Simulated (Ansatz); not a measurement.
A single-point run of Ansatz (plane waves, PAW) on a 3-atom cell of BaF2 built on the fluorite structure (relaxed group Fm-3m), with the lines that name the functional removed. The cell was relaxed beforehand with r2SCAN.

```yaml
crystal:
  lattice:
    - [0.00000, 3.09716, 3.09716]
    - [3.09716, 0.00000, 3.09716]
    - [3.09716, 3.09716, 0.00000]
  atoms:
    - { symbol: Ba, position: [0.00000, 0.00000, 0.00000] }
    - { symbol: F, position: [0.75000, 0.75000, 0.75000] }
    - { symbol: F, position: [0.25000, 0.25000, 0.25000] }
```

```
Crystal: 3 atoms, lattice volume = 59.418 Å³
Basis set: ecut = 420 eV, 1211 PW (Γ)
Bands: 16, of which v1, the nominal top of the filled ones, is band 12 counted from 1 (11 counted from 0)
Symmetry: 48 space group operations
Space group: Fm-3m (ITA 225)
k-points: 16 of 216
hybrid outer 1: dexx = +1.078e-2 eV, tail = 1.43e-5 eV
hybrid outer 2: dexx = +2.585e-7 eV, tail = 6.24e-9 eV, Δε = 1.42e-3 eV
NSCF: frozen V_eff on 7 k-points
hybrid SCF converged: 2 outer / 10 inner (+2 warm-up)
Free energy (F): -7576.145734 eV
Fermi energy:    1.176417 eV
--- Per-component energies (eV) ---
  E_band       = -155.641878
  E_kinetic    = 587.666767
  E_local      = -1552.012559
  E_nonlocal   = 200.553282
  E_hartree    = 589.344948
  E_xc         = -254.923713
  E_vxc        = -265.431118
  E_exx        = -82.522632
  E_paw        = -5623.763090
  E_vpaw       = -140.067199
  E_ewald      = -1440.283003
  E_core_change = -0.209863
--- Stress (GPa, compression-positive) ---
        0.291321       0.000000       0.000000
        0.000000       0.291321       0.000000
        0.000000       0.000000       0.291321
  P = ⅓ Tr σ = 0.2913 GPa (2.913 kbar)
--- Band table (eV; the first three rows and the last of 16) ---
  k-point 0: bands = […, -0.3745, -0.3745, -0.3745, 1.0923, 1.0923, 1.0923, 10.7356, 13.3731, 13.3731, 15.7414]
  k-point 1: bands = […, -0.2559, -0.2559, -0.0735, 0.9147, 1.0638, 1.0638, 11.3365, 13.3444, 13.3444, 15.3832]
  k-point 2: bands = […, -0.0395, -0.0395, 0.5084, 0.6375, 1.0294, 1.0294, 12.4562, 13.3354, 13.3354, 14.5403]
  k-point 15: bands = […, -0.1813, 0.7269, 0.8201, 0.8344, 0.8727, 0.9592, 11.4205, 13.5987, 14.2180, 14.7786]
```

The file bands.tsv (bands near the Fermi energy, numbered from 0, rounded):
```tsv
# k_distance	band_7	band_8	band_9	band_10	band_11	band_12	band_13	band_14	band_15
# fermi_ev = 1.176417
# [0, 0, 0] at k_distance = 0.000000
# [0.5, 0, 0.5] at k_distance = 1.014346
# [0.625, 0.25, 0.625] at k_distance = 1.372971
# [0.375, 0.375, 0.75] at k_distance = 1.994129
# [0.5, 0.5, 0.5] at k_distance = 2.615286
# [0.5, 0.25, 0.75] at k_distance = 3.332537
# [0, 0.229167, -0.229167] at k_distance = 4.963965
# levels_relative_to = fermi_ev
0.000	-1.551	-1.551	-0.084	-0.084	-0.084	9.559	12.197	12.197	14.565
1.014	-0.378	-0.378	-0.273	-0.273	-0.180	10.042	12.023	13.787	15.149
1.373	-0.561	-0.489	-0.298	-0.241	-0.169	10.320	12.393	12.947	13.742
1.994	-0.561	-0.489	-0.298	-0.241	-0.169	10.320	12.393	12.947	13.742
2.615	-1.123	-0.690	-0.339	-0.148	-0.148	12.119	12.175	12.175	12.347
3.333	-0.528	-0.332	-0.332	-0.324	-0.236	10.327	12.814	12.918	12.918
4.964	-0.965	-0.796	-0.614	-0.280	0.028	11.036	12.093	12.498	13.381
```
In order the rows are Γ, X, U, K, L, W, K–Γ (0.39).

**Question.** Which level of theory was used?
A. Hartree-Fock
B. PBE
C. r2SCANh
D. PBE0

**Answer.** D. PBE0. The exchange loop and the term E_exx show exact exchange. With PBE0 the valence top lies at K–Γ (0.39 of the way from K) and the conduction bottom at Γ, 9.53 eV higher; the smallest vertical gap, at Γ, is 9.64 eV. Among hybrids the size of the gap and of E_exx follows the share and range of exact exchange. The stress of a hybrid is loosely converged here. The log narrows the family; the member has to be judged from the numbers.

Wall time 72 s on 1 × NVIDIA H100 80GB HBM3 with 2 threads of AMD EPYC 7R13 Processor (Zen 3), on a shared host, load about 2.2 per core; peak host memory 2.8 GiB.

Calculated for a static, non-magnetic cell.

The runs are scalar-relativistic, without spin-orbit coupling.

The meshes of the hybrids are coarse, so their gaps aren't converged to the digits shown.
